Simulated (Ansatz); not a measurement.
Level of theory: Ansatz 0.2.0, DFT PBE, scalar-relativistic, plane waves, PAW. Settings: cutoff 420 eV, Γ-centred meshes spaced at most about 0.3 Å⁻¹, and about 0.25 Å⁻¹ or finer for metals (2π included), Gaussian smearing. No spin polarisation.

These are static total energies at zero pressure.

Question: Order these relaxed structures of MgSi2N2 by energy, lowest first, with the energy over the lowest of them.
A. Space group I4/mmm (No. 139), tetragonal, a = 3.841 Å, c = 8.966 Å. Mg is surrounded by 2 N at 2.20 Å; around Si lie 4 N at 1.92 Å; N is surrounded by 4 Si at 1.92 Å and 1 Mg at 2.20 Å.
B. Space group P-3m1 (No. 164), trigonal, a = 3.389 Å, c = 6.976 Å. Around Mg lie 6 N at 2.26 Å; around Si lie 1 N at 1.62 Å and 3 Si at 2.44 Å; N has 1 Si at 1.62 Å and 3 Mg at 2.26 Å.

Answer: B (0 meV/atom), A (346 meV/atom). Counting N atoms around Mg and Si (those within 1.25 times the shortest such distance or 1.15 times the sum of covalent radii): B has Mg 6, Si 1; A has Mg 2, Si 4. B holds Si–Si nets (shortest 2.44 Å); in A the shortest Si–Si distance is 2.72 Å, near bonding range too. Both come from invented guesses. Shaken at random and relaxed again, B came back. The lowest form computed isn't among them: it has space group Cmmm (No. 65), 14.8 Å³/atom and lies 0.31 eV/atom below the best shown.

Cells without such a test can be saddle points. Some candidate types were left out of the draw beforehand, so a known form may be missing.
